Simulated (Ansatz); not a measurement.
## Structure relaxation of Si

Computed with DFT PBE, scalar-relativistic, plane waves, PAW (Ansatz).

The start is a database structure of Si, space group I-43m (No. 217).

The final relaxation ran on this input, with the default PAW datasets:

```yaml
crystal:
  lattice:
    - [-5.02529467, 5.02529467, 5.02529467]
    - [5.02529467, -5.02529467, 5.02529467]
    - [5.02529467, 5.02529467, -5.02529467]
  atoms:
    - { symbol: Si, position: [0.83065879, 0.55862766, 0.55862766] }
    - { symbol: Si, position: [0.16934121, 0.72796887, 0.72796887] }
    - { symbol: Si, position: [0.0, 0.44137234, 0.27203113] }
    - { symbol: Si, position: [0.55862766, 0.55862766, 0.83065879] }
    - { symbol: Si, position: [0.0, 0.27203113, 0.44137234] }
    - { symbol: Si, position: [0.72796887, 0.72796887, 0.16934121] }
    - { symbol: Si, position: [0.44137234, 0.27203113, 0.0] }
    - { symbol: Si, position: [0.27203113, 0.44137234, 0.0] }
    - { symbol: Si, position: [0.55862766, 0.83065879, 0.55862766] }
    - { symbol: Si, position: [0.27203113, 0.0, 0.44137234] }
    - { symbol: Si, position: [0.44137234, 0.0, 0.27203113] }
    - { symbol: Si, position: [0.72796887, 0.16934121, 0.72796887] }
    - { symbol: Si, position: [0.0, 0.0, 0.0] }
    - { symbol: Si, position: [0.72848124, 0.72848124, 0.72848124] }
    - { symbol: Si, position: [0.27151876, 0.0, 0.0] }
    - { symbol: Si, position: [0.0, 0.27151876, 0.0] }
    - { symbol: Si, position: [0.0, 0.0, 0.27151876] }
    - { symbol: Si, position: [0.25, 0.75, 0.5] }
    - { symbol: Si, position: [0.75, 0.25, 0.5] }
    - { symbol: Si, position: [0.75, 0.5, 0.25] }
    - { symbol: Si, position: [0.25, 0.5, 0.75] }
    - { symbol: Si, position: [0.5, 0.25, 0.75] }
    - { symbol: Si, position: [0.5, 0.75, 0.25] }
basis:
  ecutwfc: 420
kpoints:
  mp_grid: { grid: [4, 4, 4] }
hamiltonian:
  xc: pbe
scf:
  occupations: { method: gaussian, width: 0.02 }
output:
  forces: true
  stress: true
  eigenvalues: true
relax:
  adjacent_minimum: "off"
  f_tol: 0.01
  max_steps: 80
  cell: { stress_tol: 0.05 }
```

It can be run as:

```bash
ansatz run input.yaml --threads 1 --pin off --backend cpu --events-out ev --progress --plain --runs-dir out  # memory cap (--max-ram) not shown
```

End of the output:

```
SCF converged after 6 iterations
Free energy (F): -14621.764276 eV
Harris-Foulkes:  -14621.764276 eV  (|F-HF|=1.64e-11)
Internal energy: -14621.764276 eV  (E = F + TS)
E sigma→0 (E₀):  -14621.764276 eV
Fermi energy:    5.177426 eV
--- Per-component energies (eV) ---
  E_band       = 11.288487
  E_kinetic    = 920.607268
  E_local      = -1044.744839  (includes V_loc(G=0)·N_el)
  E_nonlocal   = 594.943653
  E_hartree    = 333.373272
  E_xc         = -1265.807600
  E_vxc        = -1070.237890  (∫ρ·V_xc dr)
  E_paw        = -11792.962882  (= ΣΔE_a)
  E_vpaw       = -56.026508  (= ΣTr[D̂ρ^β])
  E_aug_tail   = 0.000139  (compensation charges beyond the density's cutoff)
  E_ewald      = -2367.173288
  E_smearing   =  0.000000  (= −TS)
  E_closure    = 0.000000  (closes the sum)
  Σ components = -14621.764276   (vs F -14621.764276, Δ=0.00e0)
--- Forces (eV/Å), atoms counted from 1 ---
  atom   1  Si    -0.00041482     0.00092926     0.00092926
  atom   2  Si    -0.00041482    -0.00092926    -0.00092926
  atom   3  Si     0.00041482     0.00092926    -0.00092926
  atom   4  Si     0.00092926     0.00092926    -0.00041482
  atom   5  Si     0.00041482    -0.00092926     0.00092926
  atom   6  Si    -0.00092926    -0.00092926    -0.00041482
  atom   7  Si     0.00092926    -0.00092926     0.00041482
  atom   8  Si    -0.00092926     0.00092926     0.00041482
  atom   9  Si     0.00092926    -0.00041482     0.00092926
  atom  10  Si    -0.00092926     0.00041482     0.00092926
  atom  11  Si     0.00092926     0.00041482    -0.00092926
  atom  12  Si    -0.00092926    -0.00041482    -0.00092926
  atom  13  Si     0.00000000     0.00000000     0.00000000
  atom  14  Si     0.00052641     0.00052641     0.00052641
  atom  15  Si     0.00052641    -0.00052641    -0.00052641
  atom  16  Si    -0.00052641     0.00052641    -0.00052641
  atom  17  Si    -0.00052641    -0.00052641     0.00052641
  atom  18  Si     0.00000000     0.00000000     0.00000000
  atom  19  Si     0.00000000     0.00000000     0.00000000
  atom  20  Si     0.00000000     0.00000000     0.00000000
  atom  21  Si     0.00000000     0.00000000     0.00000000
  atom  22  Si     0.00000000     0.00000000     0.00000000
  atom  23  Si     0.00000000     0.00000000     0.00000000
  max |Σ_I F_I| component: 3.20e-17 eV/Å
--- Stress (GPa, compression-positive) ---
        0.010424       0.000000       0.000000
        0.000000       0.010424       0.000000
        0.000000       0.000000       0.010424
  P = ⅓ Tr σ = 0.0104 GPa (0.104 kbar)
--- Relaxed structure (3 steps of the walk, 3 accepted, 1 SCFs on fresh bases) ---
  F+E_penalty+E_count = -14621.76427635 eV   max|allowed force component| = 9.293e-4 eV/Å   (the final SCF, on the basis selected at the relaxed cell)
  cell:  # Å, volume = 515.8951 Å³
    - [-5.052432, 5.052432, 5.052432]
    - [5.052432, -5.052432, 5.052432]
    - [5.052432, 5.052432, -5.052432]
  atoms:
    - { symbol: Si, position: [0.830959, 0.558541, 0.558541] }
    - { symbol: Si, position: [0.169041, 0.727583, 0.727583] }
    - { symbol: Si, position: [0.0, 0.441459, 0.272417] }
    - { symbol: Si, position: [0.558541, 0.558541, 0.830959] }
    - { symbol: Si, position: [0.0, 0.272417, 0.441459] }
    - { symbol: Si, position: [0.727583, 0.727583, 0.169041] }
    - { symbol: Si, position: [0.441459, 0.272417, 0.0] }
    - { symbol: Si, position: [0.272417, 0.441459, 0.0] }
    - { symbol: Si, position: [0.558541, 0.830959, 0.558541] }
    - { symbol: Si, position: [0.272417, 0.0, 0.441459] }
    - { symbol: Si, position: [0.441459, 0.0, 0.272417] }
    - { symbol: Si, position: [0.727583, 0.169041, 0.727583] }
    - { symbol: Si, position: [0.000000, 0.000000, 0.000000] }
    - { symbol: Si, position: [0.728628, 0.728628, 0.728628] }
    - { symbol: Si, position: [0.271372, 0.0, 0.0] }
    - { symbol: Si, position: [0.0, 0.271372, 0.0] }
    - { symbol: Si, position: [0.0, 0.0, 0.271372] }
    - { symbol: Si, position: [0.250000, 0.75, 0.5] }
    - { symbol: Si, position: [0.75, 0.250000, 0.5] }
    - { symbol: Si, position: [0.75, 0.5, 0.25] }
    - { symbol: Si, position: [0.25, 0.500000, 0.750000] }
    - { symbol: Si, position: [0.500000, 0.25, 0.750000] }
    - { symbol: Si, position: [0.5, 0.75, 0.25] }
```

Absolute energies hang on the potentials; compare differences alone.

The result has space group I-43m (No. 217). Si on Wyckoff site g (12 atoms of the primitive cell) is coordinated by 4 Si at 2.35–2.42 Å; Si on Wyckoff site a (1 atom of the primitive cell) has 4 Si at 2.37 Å; Si on Wyckoff site c (4 atoms of the primitive cell) has 4 Si at 2.35–2.37 Å; Si on Wyckoff site d (6 atoms of the primitive cell) is coordinated by 4 Si at 2.37 Å.

It lies 0.080 eV/atom above the element's standard state at the same level.

Symmetry constrained the relaxation, so the result can be a saddle point.